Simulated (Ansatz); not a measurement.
## A vibration from a frozen displacement in TiAl

Level of theory: Ansatz 0.2.0, DFT PBEsol, scalar-relativistic, plane waves, PAW. Cutoff 420 eV, Γ-centred 24×24×14 k-points, Gaussian smearing of 0.15 eV. No spin polarisation. Energies are free energies at this smearing, counted from the undisturbed cell; pressure is positive in compression.

The undisturbed cell (relaxed at this level; it needn't be the usual structure):

```
CELL_PARAMETERS angstrom
2.84782 0.00000 0.00000
-1.42391 2.46629 0.00000
0.00000 0.00000 4.61994
ATOMIC_POSITIONS crystal
Ti 0.00000 0.00000 0.00000
Al 0.33333 0.66667 0.50000
```

Every Ti atom is moved by x along the Cartesian unit vector (0.000, 0.000, 1.000); the cell and all other atoms stay fixed. The cell's volume is 32.45 Å³; the moved atoms weigh 47.867 u together and the others 26.982 u. Some rows repeat others by symmetry and weren't run.

| x (Å) | ΔE (meV/cell) | total force on the moved atoms along the move (eV/Å) | pressure (GPa) |
| --- | --- | --- | --- |
| -0.1000 | 37.24 | 0.7479 | 0.5341 |
| -0.0875 | 28.49 | 0.6531 | 0.4134 |
| -0.0750 | 20.91 | 0.5588 | 0.3089 |
| -0.0625 | 14.51 | 0.4649 | 0.2204 |
| -0.0500 | 9.28 | 0.3715 | 0.1481 |
| -0.0375 | 5.22 | 0.2784 | 0.0918 |
| -0.0250 | 2.32 | 0.1855 | 0.0516 |
| 0.0000 | 0.00 | 0.0000 | 0.0195 |
| 0.0250 | 2.32 | -0.1855 | 0.0516 |
| 0.0375 | 5.22 | -0.2784 | 0.0918 |
| 0.0500 | 9.28 | -0.3715 | 0.1481 |
| 0.0625 | 14.51 | -0.4649 | 0.2204 |
| 0.0750 | 20.91 | -0.5588 | 0.3089 |
| 0.0875 | 28.49 | -0.6531 | 0.4134 |
| 0.1000 | 37.24 | -0.7479 | 0.5341 |

Q: What frequency belongs to this motion?

A: The force constant is k = −dF/dx = 7.420 eV/Å², from the parabola through x = -0.0250, 0 and 0.0250. In every cell the moved atoms swing against the rest, so the mass is μ = m₁m₂/(m₁ + m₂) = 17.255 u, and ν̃ = 521.5 cm⁻¹ × √(|k|/μ) = 342 cm⁻¹. To first order in x, and within 1 %, the force on every atom lies along the move and, within each of the two groups, in proportion to the atom's mass, so this is itself a mode at the zone centre of this cell.

Q: How far does the harmonic law reach?

A: At x = -0.100 Å, kx²/2 = 37.10 meV against the computed 37.24 meV (+0.4 %): the well is still close to harmonic there.

Q: The pressure changes with x². What does that say about the frequency under compression?

A: With E = k(V)x²/2, k ∝ V^(−2γ) and x scaling with the cell as V^(1/3), P − P0 = −∂E/∂V = (2γ − 2/3) ΔE/V. At x = 0.0375 Å, V(P − P0) = 32.45 × 0.07236 / 160.2 eV = 14.65 meV and ΔE = 5.22 meV, so γ = 1/3 + V(P − P0)/(2ΔE) = 1.74. This is the Grüneisen parameter of the motion under uniform scaling of the cell: shrinking the cell evenly by 1 % in volume raises the frequency by about 1.74 %.

In a metal these slopes depend on the k mesh and the smearing.

Cost: 8 runs of about 3 core-minutes in all, on Arm Neoverse V2 (shared hosts).